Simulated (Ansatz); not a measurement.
**Structure types of In at zero pressure (relativity switched off)**

Structure types of In are relaxed in primitive cells with their symmetry kept at 0 GPa, first on PAW files, then by LAPW. The enthalpy is E + pV at zero temperature, without zero-point motion. Only the types listed were tried, and differences under about 5 meV/atom are mesh noise. Not among the end structures: fcc, which may lie lower.

Level of theory: DFT with PBE, non-relativistic, in Ansatz 0.2.0; Fermi–Dirac smearing of 0.05 eV, no spin polarisation. LAPW: all electrons, basis error target 0.5 meV/atom.

k meshes: bcc 15×15×15, hcp 14×14×8, sc 13×13×13, diamond 11×11×11.

Problem. Order the types by LAPW enthalpy, lowest first.
A. diamond
B. bcc
C. sc
D. hcp

Solution. D (0 meV/atom), B (11 meV/atom), C (83 meV/atom), A (336 meV/atom).

```json
{"start type": "bcc", "ends as": "bcc, Im-3m", "a, b, c (Å)": "3.819, 3.819, 3.819", "V (Å³/atom)": "27.84", "H − H(lowest), LAPW (meV/atom)": "10.6"}
{"start type": "hcp", "ends as": "hcp, P6_3/mmc", "a, b, c (Å)": "3.355, 3.355, 5.692", "V (Å³/atom)": "27.74", "H − H(lowest), LAPW (meV/atom)": "0.0"}
{"start type": "sc", "ends as": "sc, Pm-3m", "a, b, c (Å)": "3.098, 3.098, 3.098", "V (Å³/atom)": "29.74", "H − H(lowest), LAPW (meV/atom)": "83.4"}
{"start type": "diamond", "ends as": "diamond, Fd-3m", "a, b, c (Å)": "6.783, 6.783, 6.783", "V (Å³/atom)": "39.02", "H − H(lowest), LAPW (meV/atom)": "335.6"}
```
